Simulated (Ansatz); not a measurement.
**Symmetry broken, then relaxed in HfO2**

Computed with DFT PBE, scalar-relativistic, plane waves, PAW (Ansatz 0.2.0). The runs took a 420 eV cutoff, a Γ-centred 6×6×4 mesh and Gaussian smearing (0.05 eV). Spin–orbit coupling is left out, which can shift energies with elements as heavy as these. No spin polarisation. Energies are free energies at this smearing, counted from the undisturbed cell; pressure is positive in compression.

The starting cell (relaxed at this level; this form isn't the usual structure):

```
Hf O
1.0
     3.60430    0.00000    0.00000
     0.00000    3.60430    0.00000
     0.00000    0.00000    5.26397
Hf O
2 4
Direct
  0.50000 0.50000 0.50000
  0.00000 0.00000 0.00000
  0.00000 0.50000 0.69325
  0.50000 0.00000 0.80675
  0.50000 0.00000 0.30675
  0.00000 0.50000 0.19325
```

The atoms are displaced (Å, in the unstrained cell):

```tsv
atom	ux	uy	uz
Hf1	-0.145	0.072	-0.016
Hf2	0.133	0.137	0.074
O3	-0.039	-0.079	-0.082
O4	0.047	-0.237	-0.017
O5	-0.068	0.044	0.051
O6	0.073	0.063	-0.010
```

The cell is strained by (-0.0064, 0.0121, -0.0525, 0.0370, 0.0334, 0.1874) (xx, yy, zz, yz, xz, xy; engineering shear). Cell and atoms are then relaxed.

Q: Does the relaxation return to the undisturbed structure?

A: No. It ends 8.1 meV/atom below it. The disturbance itself cost 334.6 meV/atom. The final space group reads Pmn2_1 (tolerance 0.05 Å) and the volume changes by 0.12 %.

Final structure:

```
CELL_PARAMETERS angstrom
3.45164 0.01582 0.00093
-0.01742 3.80790 -0.00226
-0.00140 0.00305 5.20918
ATOMIC_POSITIONS crystal
Hf 0.50000 0.55329 0.48830
Hf 0.00000 0.05329 0.01170
O 0.00000 0.40084 0.68026
O 0.50000 0.90084 0.81974
O 0.50000 0.04586 0.30613
O 0.00000 0.54587 0.19387
```

The relaxation, step by step (energy from the first step; small jumps at an unchanged geometry come where the plane waves are selected anew for the new cell):

```
step  ΔE (meV/atom) largest force component (eV/Å) pressure (GPa)
   1            0.0                           1.747           19.40
   2         -228.1                           1.072            6.01
   3         -313.5                           0.488            4.12
   4         -324.8                           0.160           -0.78
   5         -325.5                           0.094            0.77
   6         -326.3                           0.037           -0.14
   7         -326.3                           0.005            0.03
   8         -341.3                           0.007            1.77
   9         -342.2                           0.020            0.08
  10         -342.2                           0.001            0.00
  11         -342.7                           0.001            0.01
  12         -342.7                           0.001            0.00
  13         -342.7                           0.001            0.00
```